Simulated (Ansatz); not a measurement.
Starting cell, ZrO$_{2}$ (fluorite):

```
ZrO2
1.0
    0.00000     5.08933     5.08933
    2.54467     0.00000     2.54467
    2.54467     2.54467     0.00000
Zr O
2 4
Direct
  0.00000   0.00000   0.00000
  0.50000   0.00000   0.00000
  0.12500   0.25000   0.25000
  0.62500   0.25000   0.25000
  0.37500   0.75000   0.75000
  0.87500   0.75000   0.75000
```

A phonon eigenvector at L = (0.5, 0.0, 0.0) is frozen into this cell: atom i moves by Q times the vector below, so Q is the largest atomic displacement, in Å. The cell is held. (q is in reciprocal vectors of the primitive cell; the cell shown is doubled to hold the pattern.)

```csv
atom,x,y,z
Zr1,0.577,-0.577,-0.577
Zr2,-0.577,0.577,0.577
O3,0.424,-0.424,-0.424
O4,-0.424,0.424,0.424
O5,-0.424,0.424,0.424
O6,0.424,-0.424,-0.424
```

All values below come from r2SCAN (plane waves to 500 eV, PAW, scalar-relativistic; Ansatz, an electronic-structure program). k mesh 11×11×11 (Γ-centred), Fermi-Dirac smearing 0.05 eV. Energies are smeared free energies. Left out: 4 of 13 points, with atoms too close for the PAW data. This is a high-temperature form of ZrO2. ZrO2 is run without spin polarisation. ZrO2 was relaxed with its symmetry unable to fall. The zero of ΔE is the undisplaced structure.

```tsv
Q (Å)	ΔE (meV/cell)
-0.1867	1175
-0.1400	591
-0.0933	withheld
-0.0467	57
0.0000	0
0.0467	57
0.0933	withheld
0.1400	591
0.1867	1175
```

**Question.** Fit an even polynomial form (powers 2, 4) to the given rows and predict ΔE at Q = 0.0933.

**Answer.** Least squares on the 7 given rows: ΔE = (25590)·Q² + (233000)·Q⁴, in meV/cell with Q in Å; root-mean-square residual 0.1 meV/cell. At 0.0933 the fit gives 240 meV/cell; the calculation gives 241 meV/cell, so the interpolation is off by -1 (-0.4 %). The quadratic term alone would give 223 meV/cell.

(A displaced cell: forces are minus the slopes of the energy, force constants its curvatures, and phonons follow from these.)
